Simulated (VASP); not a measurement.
Here is a VASP 6.6.1 calculation.

Contents of INCAR:

```
SYSTEM = Cu
PREC = Accurate ; ENCUT = 520
EDIFF = 1E-7 ; ISMEAR = 0
SIGMA = 0.1 ; LREAL = .FALSE.
LASPH = .TRUE. ; NELM = 60
ALGO = Fast ; ISIF = 3
LWAVE = .FALSE. ; LCHARG = .FALSE.
GGA = PE ; IBRION = 2
NSW = 80 ; EDIFFG = -0.002
```

The input KPOINTS:

```
regular mesh
0
G
  12 12 12
  0 0 0
```

File POSCAR:

```
Cu
1.0
    0.0000000000      1.8075000000      1.8075000000
    1.8075000000      0.0000000000      1.8075000000
    1.8075000000      1.8075000000      0.0000000000
Cu
1
Direct
    0.0000000000      0.0000000000      0.0000000000
```

Potentials or basis: VASP PAW PBE potentials, release 64 (Cu).

Run with:

```bash
$ cat potpaw_PBE.64/Cu/POTCAR > POTCAR
$ mpirun -np 1 vasp_std > vasp.out
```

(1) Predict the band gap on the k mesh.

(2) Estimate the relaxed volume.

(3) What does it give for the space group after relaxing (to 0.05 Å)?

Answers

(1) none (metal or under the smearing width).

(2) 11.99 Å³/atom.

(3) Fm-3m (No. 225).
